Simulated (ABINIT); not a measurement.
Au:

```
Au
1.0
     0.00000    2.03500    2.03500
     2.03500    0.00000    2.03500
     2.03500    2.03500    0.00000
Au
1
Direct
  0.00000 0.00000 0.00000
```

Base run:

- Program: ABINIT 10.8.3 (patched build)
- Functional: PBEsol
- Potentials or basis: JTH PAW PBE v2.0
- Cutoff: 544 eV
- k mesh: 11 × 11 × 11
- Occupations: fermi-dirac, width 0.05 eV
- Spin: no spin polarisation

Its results: band gap on the k mesh none (metal or under the smearing width); pressure 2.1 GPa.

Question: The run is repeated on the same cell with these changes: potentials or basis from JTH PAW PBE v2.0 to PseudoDojo NC SR PBEsol v0.4 stringent; cutoff from 544 eV to 1034 eV; valence electrons from 11 to 19. What comes out?

Answer: Band gap on the k mesh none (metal or under the smearing width); pressure 1.2 GPa.

Caveats: the PAW data sets were made with another functional, which shifts forces and pressure a little (some runs).
